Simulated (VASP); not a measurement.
# CdTe (F-43m) in VASP: notebook, part 2 of 2

VASP 6.6.1.

**5. Single point, LDA**

This run uses another cell than the first one, of 32.92 Å³/atom, 1.087 times its volume.

INCAR reads:

```
PREC     = Accurate       # precision mode
ENCUT    = 520            # plane-wave cutoff, eV
EDIFF    = 1E-6           # SCF threshold, eV
ISMEAR   = 0              # smearing method
SIGMA    = 0.05           # smearing width, eV
LREAL    = False          # projectors in reciprocal space
LASPH    = True           # aspherical terms in the spheres
NELM     = 100            # most SCF steps
ALGO     = Normal         # electronic algorithm
ISIF     = 2              # what is computed and relaxed
LWAVE    = False          # write WAVECAR
LCHARG   = False          # write CHGCAR
NBANDS   = 16             # bands
```

KPOINTS reads:

```
Automatic mesh
0
Gamma
  8 8 8
```

POSCAR reads:

```
CdTe
1.0
    0.0000000000      3.2050000000      3.2050000000
    3.2050000000      0.0000000000      3.2050000000
    3.2050000000      3.2050000000      0.0000000000
Cd Te
1 1
Direct
    0.0000000000      0.0000000000      0.0000000000
    0.7500000000      0.7500000000      0.7500000000
```

Potentials or basis: VASP PAW LDA potentials, release 64 (Cd, Te).

Launch:

```bash
$ cat potpaw_LDA.64/Cd/POTCAR potpaw_LDA.64/Te/POTCAR > POTCAR
$ mpirun -np 1 vasp_std > vasp.out
```

OUTCAR:

```text
PREC = Accurate
   ENCUT = 520
   EDIFF = 1E-6
   ISMEAR = 0
   LREAL = False
   LASPH = True
   NELM = 100
   ISIF = 2

 ion  position               nearest neighbor table
   1  0.000  0.000  0.000-   2 2.78   2 2.78   2 2.78   2 2.78
   2  0.750  0.750  0.750-   1 2.78   1 2.78   1 2.78   1 2.78

  LATTYP: Found a face centered cubic cell.
 ALAT       =     6.4100000000

  Lattice vectors:

 A1 = (   0.0000000000,   3.2050000000,   3.2050000000)
 A2 = (   3.2050000000,   0.0000000000,   3.2050000000)
[... 643 lines left out ...]

  FORCE on cell =-STRESS in cart. coord.  units (eV):
  Direction    XX          YY          ZZ          XY          YZ          ZX
  --------------------------------------------------------------------------------------
  -------------------------------------------------------------------------------------
  Total        0.0989347      0.0989347      0.0989347     -0.0000000      0.0000000     -0.0000000
  in kB        2.4073823      2.4073823      2.4073823     -0.0000000      0.0000000     -0.0000000
  external PRESSURE =       2.4073823 kB  Pullay stress =       0.0000000 kB

 VOLUME and BASIS-vectors are now :
 -----------------------------------------------------------------------------
  energy-cutoff  :      520.00
  volume of cell :       65.84
      direct lattice vectors                 reciprocal lattice vectors
     0.000000000  3.205000000  3.205000000    -0.156006240  0.156006240  0.156006240
     3.205000000  0.000000000  3.205000000     0.156006240 -0.156006240  0.156006240
     3.205000000  3.205000000  0.000000000     0.156006240  0.156006240 -0.156006240

 POSITION                                       TOTAL-FORCE (eV/Angst)
 -----------------------------------------------------------------------------------
      0.00000      0.00000      0.00000         0.000000     -0.000000      0.000000
      4.80750      4.80750      4.80750        -0.000000      0.000000     -0.000000
 -----------------------------------------------------------------------------------
    total drift:                               -0.000000     -0.000000     -0.000000

  FREE ENERGIE OF THE ION-ELECTRON SYSTEM (eV)
  ---------------------------------------------------
  free  energy   TOTEN  =        -6.0509207469 eV

  energy  without entropy=       -6.0509207469  energy(sigma->0) =       -6.05092075
```

Wall time 13 s (1 thread of Intel Xeon 6975P-C (Granite Rapids), shared host); peak memory 0.18 GiB.

What came out:

```yaml
Free_energy: -6.0509 eV
Pressure: 0.2 GPa
Band_gap_on_the_k_mesh: 0.65 eV, direct
```

Levels at points of the mesh, in eV from the valence-band top:
| k point | band 7 | band 8 | band 9 | band 10 | band 11 | band 12 |
| --- | --- | --- | --- | --- | --- | --- |
| (0.00, 0.00, 0.00) | 0.00 | 0.00 | 0.00 | 0.65 | 4.48 | 4.48 |
| (0.50, 0.00, 0.00) | -4.69 | -0.84 | -0.84 | 1.69 | 5.08 | 5.08 |
| (0.50, 0.50, 0.00) | -4.54 | -2.01 | -2.01 | 2.37 | 2.54 | 8.82 |

Caveat: spin-orbit coupling is left out, which moves the levels of the heavy elements.

**6. Single point, LDA (volume 33.800 Å^3 an atom, c/a of the conventional cell 1.0000)**

INCAR reads:

```
SYSTEM = CdTe
PREC = Accurate ; ENCUT = 520
EDIFF = 1E-7 ; ISMEAR = 0
SIGMA = 0.05 ; LREAL = .False.
LASPH = .True. ; NELM = 80
ALGO = Normal ; ISIF = 2
LWAVE = .False. ; LCHARG = .True.
LELF = .True. ; LVHAR = .True.
NBANDS = 16
```

KPOINTS reads:

```
regular mesh
0
Gamma
  8 8 8
  0 0 0
```

POSCAR reads:

```
CdTe
1.0
    0.0000000000      3.2332471252      3.2332471252
    3.2332471252      0.0000000000      3.2332471252
    3.2332471252      3.2332471252      0.0000000000
Cd Te
1 1
Direct
    0.0000000000      0.0000000000      0.0000000000
    0.7500000000      0.7500000000      0.7500000000
```

Potentials or basis: VASP PAW LDA potentials, release 64 (Cd, Te).

Launch:

```bash
$ cat potpaw_LDA.64/Cd/POTCAR potpaw_LDA.64/Te/POTCAR > POTCAR
$ mpirun -np 1 vasp_std > vasp.out
```

Wall time 15 s (1 thread of Intel Xeon 6975P-C (Granite Rapids), shared host); peak memory 0.19 GiB.

It converged, with:

```yaml
Free_energy: -6.0471 eV
Pressure: -0.9 GPa
Band_gap_on_the_k_mesh: 0.57 eV, direct
```

Levels at points of the mesh, in eV from the valence-band top:
```
           k point  band 5  band 6  band 7  band 8  band 9  band 10  band 11  band 12  band 13  band 14
(0.00, 0.00, 0.00)   -8.04   -8.04    0.00    0.00    0.00     0.57     4.50     4.50     4.50     7.23
(0.50, 0.00, 0.00)   -8.04   -7.69   -4.54   -0.80   -0.80     1.66     5.09     5.09     6.87     8.47
(0.50, 0.50, 0.00)   -8.01   -7.56   -4.41   -1.91   -1.91     2.43     2.55     8.67     9.02     9.02
```

Caveat: the cell differs from its parent crystal (volume 33.800 Å^3 an atom, c/a of the conventional cell 1.0000); spin-orbit coupling is left out, which moves the levels of the heavy elements.

**7. The runs side by side**

| cell | gap on the mesh (eV) | pressure (GPa) |
| --- | --- | --- |
| a = 4.408 Å, angles 60.0°, 2 atoms | 0.92 | 5.0 |
| a = 4.450 Å, angles 60.0°, 2 atoms | 0.82 | 3.2 |
| a = 4.492 Å, angles 60.0°, 2 atoms | 0.74 | 1.6 |
| a = 4.533 Å, angles 60.0°, 2 atoms | 0.65 | 0.2 |
| a = 4.573 Å, angles 60.0°, 2 atoms | 0.57 | -0.9 |

Alike in all rows: task single point; level LDA; potentials or basis VASP PAW LDA potentials, release 64 (Cd, Te); no spin polarisation; k mesh 8 × 8 × 8; cutoff (eV) 520; smearing gaussian 0.05 eV.

Caveats: spin-orbit coupling is left out, which moves the levels of the heavy elements.

Absolute energies hang on the potentials; compare differences alone.

**8. How close it comes**

Step 5. A measured gap of CdTe is 1.607 eV (0 K; a printed reference work, data compilation); the calculated 0.65 eV misses it by -0.95 eV. Spin-orbit coupling on Cd, Te is left out. The value is that of LDA, without temperature or zero-point motion. Semilocal functionals fall short of measured gaps as a rule.
